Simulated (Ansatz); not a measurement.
A run of Ansatz 0.2.0 is set up as follows.

Contents of input.yaml:

```yaml
crystal:
  lattice:
    - [1.2511217832, 0.7223354983, 3.3729344033]
    - [-1.2511217832, 0.7223354983, 3.3729344033]
    - [0.0, -1.4446709966, 3.3729344033]
  atoms:
    - { symbol: "N", position: [0.6672382, 0.6672382, 0.6672382] }
    - { symbol: B, position: [0.0003288, 0.0003288, 0.0003288] }
kpoints:
  mp_grid: { grid: [12, 12, 12] }
scf:
  occupations: { method: gaussian, width: 0.1 }
hamiltonian:
  xc: rpbe
  pseudopotentials: { kind: all_electron, lapw: { basis_error: 0.001 } }
output:
  forces: true
  stress: true
  eigenvalues: true
```

Potentials or basis: all-electron LAPW, scalar-relativistic.

Command:

```sh
$ ansatz run input.yaml --threads 1 --pin off --max-ram 3072MiB --backend cpu --events-out ev --progress --plain --runs-dir out
```

(1) Estimate the pressure.

(2) What does it give for the band gap on the k mesh?

Answers

(1) 7.3 GPa.

(2) 4.39 eV, indirect (least direct gap 4.77 eV).
